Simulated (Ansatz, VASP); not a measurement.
Ru: VASP beside Ansatz

run.py

```python
from ase.calculators.vasp import Vasp
from ase.dft.bandgap import bandgap
from ase.io import read

atoms = read('Ru.cif', primitive_cell=True, subtrans_included=False)
calc = Vasp(
    directory='calc',
    xc='pbe',
    pp='PBE',
    setups='recommended',
    pp_version='54',
    prec='Accurate',
    encut=520,
    ediff=1e-06,
    ismear=0,
    sigma=0.02,
    lreal=False,
    lasph=True,
    nelm=60,
    algo='Normal',
    isif=2,
    lwave=False,
    lcharg=False,
    kpts=[11, 11, 6],
    gamma=True,
    nbands=21,
)
atoms.calc = calc

print('energy (eV):', atoms.get_potential_energy())
print('free energy (eV):', atoms.get_potential_energy(force_consistent=True))
print('forces (eV/A):')
print(atoms.get_forces())
print('stress (eV/A^3, Voigt):', atoms.get_stress())
print('Fermi level (eV):', calc.get_fermi_level())
gap, top, bottom = bandgap(calc)
print('band gap (eV):', gap, 'from (spin, k, band)', top, 'to', bottom)
```

Contents of Ru.cif:

```cif
data_Ru
_cell_length_a 2.70580000
_cell_length_b 2.70580000
_cell_length_c 4.28190000
_cell_angle_alpha 90.00000000
_cell_angle_beta 90.00000000
_cell_angle_gamma 120.00000000
_space_group_name_H-M_alt 'P6_3/mmc'
_space_group_name_Hall '-P 6c 2c'
_space_group_IT_number 194
loop_
_space_group_symop_operation_xyz
'x,y,z'
'-x,-y,-z'
'x-y,x,z+1/2'
'-x+y,-x,-z+1/2'
'-y,x-y,z'
'y,-x+y,-z'
'-x,-y,z+1/2'
'x,y,-z+1/2'
'-x+y,-x,z'
'x-y,x,-z'
'y,-x+y,z+1/2'
'-y,x-y,-z+1/2'
'-y,-x,-z+1/2'
'y,x,z+1/2'
'-x,-x+y,-z'
'x,x-y,z'
'-x+y,y,-z+1/2'
'x-y,-y,z+1/2'
'y,x,-z'
'-y,-x,z'
'x,x-y,-z+1/2'
'-x,-x+y,z+1/2'
'x-y,-y,-z'
'-x+y,y,z'
loop_
_atom_site_label
_atom_site_type_symbol
_atom_site_symmetry_multiplicity
_atom_site_Wyckoff_symbol
_atom_site_fract_x
_atom_site_fract_y
_atom_site_fract_z
_atom_site_occupancy
Ru1 Ru 2 c 0.6666666667 0.3333333333 0.7500000000 1
```

Contents of input.yaml:

```yaml
crystal:
  lattice:
    - [2.7058, 0.0, 0.0]
    - [-1.3529, 2.3432915376, 0.0]
    - [0.0, 0.0, 4.2819]
  atoms:
    - { symbol: Ru, position: [0.6666666667, 0.3333333333, 0.75] }
    - { symbol: Ru, position: [0.3333333333, 0.6666666667, 0.25] }
hamiltonian:
  xc: pbe
  pseudopotentials: { kind: paw }
kpoints:
  mp_grid: { grid: [11, 11, 6] }
scf:
  occupations: { method: gaussian, width: 0.02 }
output:
  forces: true
  stress: true
  eigenvalues: true
```

Alike in both runs: task single point; functional PBE; k mesh 11 × 11 × 6; occupations gaussian, width 0.02 eV; no spin polarisation.

```csv
,VASP,Ansatz
version,VASP 6.6.1,Ansatz 0.2.0
potentials or method,"VASP PAW PBE potentials, release 54 (Ru_pv)",Ansatz PAW
plane-wave cutoff (eV),520,420
valence electrons in the cell,28,32
```

```csv
,VASP,Ansatz,Ansatz less VASP
gap on the k mesh at the Fermi level (eV),none,none,-
pressure (GPa),4.4,4.5,+0.08
largest component of the traceless stress (GPa),0.05,0.07,+0.022
```

A gap of «none» marks a metal or a gap that the smearing closes. With one functional, cell and mesh, what is left measures potentials, basis and numerics. The two sets of potentials don't hold the same shells in valence.
